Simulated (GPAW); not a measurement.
The system is Ti.

```
Ti
1.0
    -1.64100    1.64100    1.64100
     1.64100   -1.64100    1.64100
     1.64100    1.64100   -1.64100
Ti
1
Direct
  0.00000 0.00000 0.00000
```

This isn't the form of Ti at room conditions, which is hcp.

| Quantity | Value |
| --- | --- |
| Program | GPAW 26.7.0 |
| Task | relaxation of cell and atoms |
| Functional | PBEsol |
| Potentials or basis | PAW data sets generated in the run's folder for this functional |
| Cutoff | 600 eV |
| Basis | pw |
| k mesh | 11 × 11 × 11 |
| Occupations | fermi-dirac, width 0.05 eV |
| Spin | no spin polarisation |

At the start: pressure -7.2 GPa; volume 17.68 Å³/atom.

Question: How do energy, volume and symmetry change on relaxing?

Answer: Over 4 steps the energy falls by 23.5 meV/atom and the volume is 16.47 Å³/atom (-6.8 %); space group Im-3m (No. 229, to 0.05 Å).

Step by step:
| step | energy change (eV) | largest force (eV/Å) | pressure (GPa) | volume (Å³) |
| --- | --- | --- | --- | --- |
| 1 | 0.0000 | 0.0000 | -7.22 | 17.68 |
| 2 | -0.0184 | 0.0000 | -3.98 | 17.08 |
| 3 | -0.0233 | 0.0000 | 0.24 | 16.43 |
| 4 | -0.0235 | 0.0000 | -0.01 | 16.47 |

Final structure:
```cif
data_structure
_symmetry_space_group_name_H-M 'P 1'
_symmetry_Int_Tables_number 1
_cell_length_a 2.7759
_cell_length_b 2.7759
_cell_length_c 2.7759
_cell_angle_alpha 109.471
_cell_angle_beta 109.471
_cell_angle_gamma 109.471
_cell_volume 16.47
loop_
_atom_site_label
_atom_site_type_symbol
_atom_site_fract_x
_atom_site_fract_y
_atom_site_fract_z
_atom_site_occupancy
Ti1 Ti 0.00000 0.00000 0.00000 1
```

Caveat: later steps reuse the first step's grids.
